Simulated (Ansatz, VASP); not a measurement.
## CdSe (Cadmoselite) in VASP and in Ansatz

```xyz
4
Lattice="4.3320 0.0000 0.0000 -2.1660 3.7516 0.0000 0.0000 0.0000 6.8118" Properties=species:S:1:pos:R:3 pbc="T T T"
Cd    0.0000    2.5011    0.0037
Cd    2.1660    1.2505    3.4096
Se    0.0000    2.5011    2.6189
Se    2.1660    1.2505    6.0248
```

Change from the starting cell: in-plane strain +0.02, out-of-plane length and atoms relaxed by PAW.

Alike in both runs: functional LDA; k mesh 6 × 6 × 4; no spin polarisation.

Ansatz relaxed the structure, and its values are those at the end. VASP's run is a single point on that final structure, the one shown.

```csv
,VASP,Ansatz
version,VASP 6.6.1,Ansatz 0.2.0
potentials or method,"VASP PAW LDA potentials, release 64 (Cd, Se)","PAW with Ansatz's default frozen-core files, scalar-relativistic"
plane-wave cutoff (eV),520,420
occupations,"gaussian, width 0.01 eV",fixed
valence electrons in the cell,36,72
```

Ansatz gave:

| Quantity | Value |
| --- | --- |
| pressure (GPa) | -1.1 |

What did VASP give for the same quantities?

Pressure (GPa): -0.7.

The two sets of potentials don't hold the same shells in valence.
